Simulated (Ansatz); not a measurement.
The system is Bi.

```
Bi
1.0
     3.48860   -3.13258    0.00000
     3.48860    3.13258    0.00000
    -1.26023    0.00000    3.11355
Bi
2
Direct
  0.75306 0.75306 0.85738
  0.24694 0.24694 0.14262
```

This isn't the form of Bi at room conditions, which is rhombohedral.

```yaml
Program: Ansatz 0.2.0
Task: relaxation of cell and atoms
Functional: r2SCAN
Dispersion: D3(BJ)
Potentials_or_basis: Ansatz PAW
Cutoff: "500 eV (not typed: the program's choice for these potentials)"
k_mesh: 6 × 6 × 9
Occupations: fermi-dirac, width 0.05 eV
Spin: no spin polarisation
```

At the start: volume 34.03 Å³/atom.

**Question.** How do energy, volume and symmetry change on relaxing?

**Answer.** It ends after 6 steps and the volume is 32.95 Å³/atom (-3.2 %); space group C2/m (No. 12, to 0.05 Å).

Step by step:
```csv
step,energy change (eV),largest force (eV/Å),volume (Å³)
1,0.0000,0.1468,68.05
2,-0.0135,0.0666,64.48
3,-0.0194,0.0276,65.84
4,-0.0197,0.0170,65.87
5,-0.0198,0.0024,65.90
6,-0.0195,0.0024,65.90
```

Final structure:
```
CELL_PARAMETERS angstrom
3.45370 -3.07145 0.00190
3.45370 3.07145 0.00190
-1.24594 0.00000 3.10563
ATOMIC_POSITIONS crystal
Bi 0.75735 0.75735 0.85963
Bi 0.24265 0.24265 0.14037
```

Caveat: the plane-wave basis is chosen anew once the cell has moved, so the energies of steps on either side of that aren't comparable; pairwise dispersion overbinds metals, which lowers pressure and volume; the PAW data sets come from PBE, with cores solved anew for the run's functional, which leaves a small shift of forces and pressure; the dispersion damping was fitted for another functional or another form of the correction.
